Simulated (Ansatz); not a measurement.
WS2:

```xyz
3
Lattice="1.5790 0.9116 6.1633 -1.5790 0.9116 6.1633 0.0000 -1.8233 6.1633" Properties=species:S:1:pos:R:3 pbc="T T T"
W     0.0000    0.0000    0.0000
S     0.0000    0.0000   10.7427
S     0.0000    0.0000   13.8730
```

Measurements of this composition are mostly on another form, of space group No. 194.

Program: Ansatz 0.2.0. Alike in all runs: task band structure; potentials or basis Ansatz PAW; no spin polarisation; cell as given; cutoff (eV) 420. Hardware: 2 threads of AMD EPYC 7R13 Processor (Zen 3), with other jobs on the host.

**Question.** Order these runs on this cell by their wall time, lowest first.
A. level PBEsol; k mesh 10 × 10 × 10; smearing fermi-dirac 0.05 eV; points for each segment of the path 14
B. level HSE06; k mesh 8 × 8 × 8; smearing fermi-dirac 0.05 eV; points for each segment of the path 4
C. level HSE06; k mesh 6 × 6 × 6; smearing fixed; level hse06; run kind scf

**Answer.** A (9 s), C (50 s), B (160 s).

Not every run made on this cell is shown here.
